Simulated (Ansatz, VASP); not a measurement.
One calculation of CaB2, two programs

The input INCAR:

```
SYSTEM = CaB2
PREC = Accurate
ENCUT = 520
EDIFF = 1E-7
ISMEAR = 0
SIGMA = 0.1
LREAL = .False.
LASPH = .True.
NELM = 100
ALGO = Fast
ISIF = 2
LWAVE = .False.
LCHARG = .False.
GGA = PE
NBANDS = 15
```

File KPOINTS:

```
Automatic mesh
0
Gamma
  15 15 12
  0 0 0
```

POSCAR

```
CaB2
1.0
    3.3014479492      0.0000000000      0.0000000000
   -1.6507239746      2.8591377933      0.0000000000
    0.0000000000      0.0000000000      3.7701777845
Ca B
1 2
Direct
    0.0000000000      0.0000000000      0.0000000000
    0.3333333333      0.6666666667      0.5000000000
    0.6666666667      0.3333333333      0.5000000000
```

Input for Ansatz:

```yaml
crystal:
  lattice:
    - [3.3014479492, 0.0, 0.0]
    - [-1.6507239746, 2.8591377933, 0.0]
    - [0.0, 0.0, 3.7701777845]
  atoms:
    - { symbol: Ca, position: [0.0, 0.0, 0.0] }
    - { symbol: B, position: [0.3333333333, 0.6666666667, 0.5] }
    - { symbol: B, position: [0.6666666667, 0.3333333333, 0.5] }
basis:
  ecutwfc: 420
kpoints:
  mp_grid: { grid: [15, 15, 12] }
hamiltonian:
  xc: pbe
scf:
  occupations: { method: gaussian, width: 0.1 }
output:
  forces: true
  stress: true
  eigenvalues: true
```

Alike in both runs: task single point; functional PBE; k mesh 15 × 15 × 12; occupations gaussian, width 0.1 eV; no spin polarisation.

```csv
,VASP,Ansatz
version,VASP 6.6.1,Ansatz 0.2.0
potentials or method,"VASP PAW PBE potentials, release 64 (Ca_sv, B)","scalar-relativistic, plane waves, PAW"
plane-wave cutoff (eV),520,420
valence electrons in the cell,16,16
```

Ansatz gave:

```
gap on the k mesh at the Fermi level (eV)       : none
pressure (GPa)                                  : 3.1
largest component of the traceless stress (GPa) : 15.70
```

Task: What did VASP give for the same quantities?

Result: gap on the k mesh at the Fermi level (eV): none; pressure (GPa): 3.4; largest component of the traceless stress (GPa): 15.85.

A gap of «none» marks a metal or a gap that the smearing closes. The functional is the same, so the differences come from potentials, cutoffs and numerics.
